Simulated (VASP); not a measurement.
**MoS2 in VASP: a PBEsol single point**

MoS2 (CdCl2 type), strained and with displaced atoms is computed at one geometry. Runs: PBEsol. The results are then set beside those of Ansatz 0.2.0 for the same cell. This is a trial cell built on a prototype, not taken from a measured structure, and it needn't be the compound's ground state.

The runs shown are made with VASP 6.6.1. PAW datasets, plane waves. Simulation only: spin-unpolarised, and no claim that this is the phase found in nature.

## 1. Starting point

The symmetry is P1 (No. 1, triclinic); a = 3.164 Å, b = 3.242 Å, c = 6.287 Å, α = 104.4°, β = 90.2°, γ = 119.1° in the conventional setting, 17.99 Å³ an atom. Mo has 6 S at 2.32–2.62 Å; S has 3 Mo at 2.32–2.50 Å; S has 3 Mo at 2.35–2.62 Å.

Coordinates:

```xyz
3
Lattice="1.6423 0.8679 6.0266 -1.6035 0.9125 6.0097 0.0579 -1.8712 6.0320" Properties=species:S:1:pos:R:3 pbc="T T T"
Mo    0.0393   -1.7059    5.9877
S     0.1237    0.0624    4.4840
S     0.0898   -0.1269   13.5962
```

## 2. PBEsol at this geometry

File INCAR:

```
ENCUT = 520.000000
SIGMA = 0.020000
EDIFF = 1.00e-07
GGA = PS
PREC = Accurate
IBRION = -1
ISIF = 2
ISMEAR = -1
NBANDS = 20
NELM = 120
NSW = 0
LASPH = .TRUE.
LCHARG = .FALSE.
LWAVE = .FALSE.
LREAL = .FALSE.
```

File KPOINTS:

```
KPOINTS created by Atomic Simulation Environment
0
Gamma
8 8 8
0 0 0
```

File POSCAR:

```
Mo S
 1.0000000000000000
     1.6423000000000001    0.8679000000000000    6.0266000000000002
    -1.6034999999999999    0.9125000000000000    6.0096999999999996
     0.0579000000000000   -1.8712000000000000    6.0320000000000000
 Mo  S
   1   2
Cartesian
  0.0393027600000000 -1.7059057299999998  5.9877255799999993
  0.1237383300000001  0.0624191799999999  4.4840423300000003
  0.0898061600000002 -0.1269045599999999 13.5961706700000011
```

The run uses the recommended PBE PAW datasets (26 valence electrons a neutral cell).

Run with:

```bash
$ mpirun -np 1 vasp_std
```

Printed to the terminal (iteration lines stand in OSZICAR):

```text
POSCAR found type information on POSCAR MoS
 POSCAR found :  2 types and       3 ions
 -----------------------------------------------------------------------------
|                                                                             |
|                                                                             |
|     You enforced a specific xc type in the INCAR file but a different       |
|     I HOPE YOU KNOW WHAT YOU ARE DOING!                                     |
|                                                                             |
 -----------------------------------------------------------------------------

 LDA part: xc-table for (Slater+PW92), standard interpolation
 POSCAR, INCAR and KPOINTS ok, starting setup
 FFT: planning ... GRIDC
 FFT: planning ... GRID_SOFT
 FFT: planning ... GRID
 WAVECAR not read
 entering main loop
```

OSZICAR:

```text
N       E                     dE             d eps       ncg     rms          rms(c)
DAV:   1     0.172258033637E+03    0.17226E+03   -0.13530E+04 10496   0.122E+03
DAV:   2    -0.166155449796E+02   -0.18887E+03   -0.18386E+03 12548   0.314E+02
DAV:   3    -0.238846817677E+02   -0.72691E+01   -0.71975E+01 13028   0.562E+01
DAV:   4    -0.239673697695E+02   -0.82688E-01   -0.82605E-01 12680   0.633E+00
DAV:   5    -0.239686035058E+02   -0.12337E-02   -0.12336E-02 13060   0.759E-01    0.243E+01
DAV:   6    -0.229481352947E+02    0.10205E+01   -0.14111E+01 10904   0.205E+01    0.919E+00
DAV:   7    -0.225717063121E+02    0.37643E+00   -0.63938E+00 10764   0.129E+01    0.622E+00
DAV:   8    -0.224104280080E+02    0.16128E+00   -0.86746E-01 11452   0.506E+00    0.183E+00
DAV:   9    -0.224111760900E+02   -0.74808E-03   -0.28222E-02 12312   0.104E+00    0.576E-01
DAV:  10    -0.224098096567E+02    0.13664E-02   -0.10213E-02 11792   0.634E-01    0.169E-01
DAV:  11    -0.224098065666E+02    0.30900E-05   -0.67163E-04 11988   0.164E-01    0.628E-02
DAV:  12    -0.224097871482E+02    0.19418E-04   -0.61068E-05 11896   0.490E-02    0.247E-02
DAV:  13    -0.224097942084E+02   -0.70601E-05   -0.14467E-05 11628   0.210E-02    0.115E-02
DAV:  14    -0.224097933919E+02    0.81647E-06   -0.47885E-06 12204   0.129E-02    0.240E-03
DAV:  15    -0.224097934493E+02   -0.57345E-07   -0.37339E-07 11812   0.409E-03
   1 F= -.22409793E+02 E0= -.22409103E+02  d E =-.138017E-02
```

From OUTCAR:

```text
k-points           NKPTS =    260   k-points in BZ     NKDIM =    260   number of bands    NBANDS=     20

   NELECT =      26.0000    total number of electrons

   dimension x,y,z NGX =    48 NGY =   48 NGZ =   48
   dimension x,y,z NGXF=    96 NGYF=   96 NGZF=   96

  energy-cutoff  :      520.00
  volume of cell :       53.97
      direct lattice vectors                 reciprocal lattice vectors
     1.642300000  0.867900000  6.026600000     0.310357318  0.185668578  0.054617598
    -1.603500000  0.912500000  6.009700000    -0.305958391  0.177092106  0.057872968
     0.057900000 -1.871200000  6.032000000    -0.005252200 -0.361939768  0.053554776

 k-points in reciprocal lattice and weights: KPOINTS created by Atomic Simulation Env
   0.00000000  0.00000000  0.00000000       0.002
   0.12500000 -0.00000000  0.00000000       0.004
   0.25000000 -0.00000000  0.00000000       0.004
   0.37500000 -0.00000000  0.00000000       0.004
   0.50000000 -0.00000000  0.00000000       0.002
   0.00000000  0.12500000  0.00000000       0.004
   0.12500000  0.12500000  0.00000000       0.004
   0.25000000  0.12500000  0.00000000       0.004
[... 252 more k-points ...]

 E-fermi :   7.5557

 k-point     1 :       0.0000    0.0000    0.0000
  band No.  band energies     occupation
      1     -54.1091      2.00000
      2     -28.2272      2.00000
      3     -28.1751      2.00000
      4     -28.0960      2.00000
      5      -7.4711      2.00000
      6      -5.8207      2.00000
      7       0.5422      2.00000
      8       3.3216      2.00000
      9       3.6126      2.00000
     10       5.8713      2.00000
     11       5.9102      2.00000
     12       6.3068      2.00000
     13       6.4514      2.00000
     14       7.6654      0.00828
     15       7.8903      0.00000
     16      10.3666      0.00000
     17      10.8420      0.00000
     18      13.6349      0.00000
     19      13.9487      0.00000
     20      16.7449      0.00000

 k-point     2 :       0.1250   -0.0000    0.0000
  band No.  band energies     occupation
      1     -54.1039      2.00000
      2     -28.2179      2.00000
      3     -28.2092      2.00000
      4     -28.1269      2.00000
      5      -7.2204      2.00000
      6      -5.7887      2.00000
      7       0.8725      2.00000
      8       2.9988      2.00000
      9       3.6134      2.00000
     10       4.9465      2.00000
     11       5.8219      2.00000
     12       6.2108      2.00000
     13       6.4495      2.00000
     14       7.3267      1.99998
     15       8.4222      0.00000
     16      10.2647      0.00000
     17      10.4190      0.00000
     18      14.5801      0.00000
     19      14.8291      0.00000
     20      16.3925      0.00000

 k-point     3 :       0.2500   -0.0000    0.0000
  band No.  band energies     occupation
      1     -54.0913      2.00000
      2     -28.3234      2.00000
      3     -28.1914      2.00000
      4     -28.1717      2.00000
      5      -6.5586      2.00000
      6      -5.6868      2.00000
      7       1.5818      2.00000
      8       2.5479      2.00000
      9       3.1791      2.00000
     10       3.8560      2.00000
     11       5.1651      2.00000
     12       5.4576      2.00000
     13       6.2252      2.00000
     14       7.9403      0.00000
     15       8.5974      0.00000
     16      10.2736      0.00000
     17      10.6962      0.00000
     18      14.6217      0.00000
     19      15.3989      0.00000
     20      16.8105      0.00000

 k-point     4 :       0.3750   -0.0000    0.0000
  band No.  band energies     occupation
      1     -54.0786      2.00000
      2     -28.4450      2.00000
      3     -28.2074      2.00000
      4     -28.1635      2.00000
      5      -5.9236      2.00000
      6      -5.3694      2.00000
      7       1.3497      2.00000
      8       1.9233      2.00000
      9       3.1177      2.00000
     10       3.5782      2.00000
     11       4.3245      2.00000
     12       5.1137      2.00000
     13       6.3747      2.00000
     14       8.4861      0.00000
     15       8.8957      0.00000
     16      10.2962      0.00000
     17      11.3512      0.00000
     18      13.9277      0.00000
     19      14.6286      0.00000
     20      15.6808      0.00000

[... the tables of k-points 5 to 260 left out ...]

  Total       -1.2023616     -0.4526924      0.7953258      0.9076321      1.1405518      1.0313276
  in kB      -35.6947647    -13.4391761     23.6110055     26.9450655     33.8598037     30.6172409
  external PRESSURE =      -8.5076451 kB  Pullay stress =       0.0000000 kB

 POSITION                                       TOTAL-FORCE (eV/Angst)
 -----------------------------------------------------------------------------------
      0.03930     -1.70591      5.98773         0.528554     -0.895355      0.873036
      0.12374      0.06242      4.48404        -0.627329      0.091764     -0.740918
      0.08981     -0.12690     13.59617         0.098775      0.803592     -0.132119
 -----------------------------------------------------------------------------------
    total drift:                                0.000024     -0.000035     -0.000198

  FREE ENERGIE OF THE ION-ELECTRON SYSTEM (eV)
  ---------------------------------------------------
  free  energy   TOTEN  =       -22.4097934493 eV

  energy  without entropy=      -22.4084132788  energy(sigma->0) =      -22.40910336
```

Hardware: 1 MPI rank of Intel Xeon Platinum 8488C, shared host.

At the PBEsol level the bands overlap by 0.32 eV among the points of the k mesh: a metal or semimetal. The pressure is -0.85 GPa, and the largest force is 1.358 eV/Å, on atom 1 (Mo).

## 3. What came out

| level | gap (eV) | pressure (GPa) | largest force (eV/Å) | Ansatz: gap (eV) | Ansatz: pressure (GPa) | Ansatz: force (eV/Å) |
| --- | --- | --- | --- | --- | --- | --- |
| PBEsol | -0.32* | -0.85 | 1.358 | -0.31 | -0.86 | 1.355 |

A negative gap is an overlap of bands. A star marks a gap among the mesh's points alone.

No gap over 0.02 eV opens. Forces up to 1.36 eV/Å (PBEsol) show atoms off their equilibrium places at that level. Datasets and cutoffs are each program's own.
